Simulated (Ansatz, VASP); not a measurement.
# Two plane-wave programs on AlCu3

```
Cu Al
1.0
     0.00000    2.90714    2.90714
     2.90714    0.00000    2.90714
     2.90714    2.90714    0.00000
Cu Al
3 1
Direct
  0.75000 0.75000 0.75000
  0.25000 0.25000 0.25000
  0.50000 0.50000 0.50000
  0.00000 0.00000 0.00000
```

Change from the starting cell: volume scaled by 1.02.

Alike in both runs: task single point; functional PBEsol; k mesh 8 × 8 × 8; occupations fermi-dirac, width 0.05 eV; no spin polarisation.

```csv
,VASP,Ansatz
version,VASP 6.6.1,Ansatz 0.2.0
potentials or method,"VASP PAW PBE potentials, release 64 (Cu, Al)",Ansatz PAW
plane-wave cutoff (eV),520,420
valence electrons in the cell,36,60
```

Ansatz gave:

| Item | Value |
| --- | --- |
| gap on the k mesh at the Fermi level (eV) | none |
| pressure (GPa) | -3.6 |

What did VASP give for the same quantities?

gap on the k mesh at the Fermi level (eV): none; pressure (GPa): -3.1.

A gap of «none» marks a metal or a gap that the smearing closes. With one functional, cell and mesh, what is left measures potentials, basis and numerics. The two sets of potentials don't hold the same shells in valence.

Caveats: the PAW data sets were made with another functional, which shifts forces and pressure a little (VASP); the PAW data sets come from PBE, with cores solved anew for the run's functional, which leaves a small shift of forces and pressure (Ansatz).
